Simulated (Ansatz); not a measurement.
BaTiO₃: strain energy, fitted

BaTiO₃, Pm-3m, a = 4.019 Å. The structure is a Materials Project entry; whether it is the stable form wasn't checked. Ansatz: PBE, PAW, 420 eV, Γ-centred 8×8×8 mesh on 5 atoms, Gaussian smearing 0.02 eV; no spin polarisation. Series: uniaxial strain along a, with b, c and atoms relaxed; x is the strain in per cent. y is the free energy over the unstrained cell, V0 = 12.986 Å³/atom.

```
x (%) y (meV/atom)
 -3.0             ?
 -2.0          3.94
 -1.0          0.92
  0.0          0.00
  1.0          0.87
  2.0          3.40
  3.0          7.42
```

Task: Fit y = c2 x² + c3 x³ to the other rows, turn c2 into a modulus, and predict the missing energy.

Result: Least squares on the rows shown. y = 0.9186 x² − 0.03172 x³. In eV per unit strain² c2 is 9.186; this is Young's modulus along the axis (E = ½ Y V0 ε²): 2 × 9.186 × 160.2 / (12.986) = 227 GPa. At x = -3.0 the fit asked for gives 9.12 meV/atom. The run gave 9.21 meV/atom, so the fit is 0.09 meV/atom too low, a small miss on the scale of the series.

Symmetry holds off the tilts and polar distortions that many cubic perovskites undergo.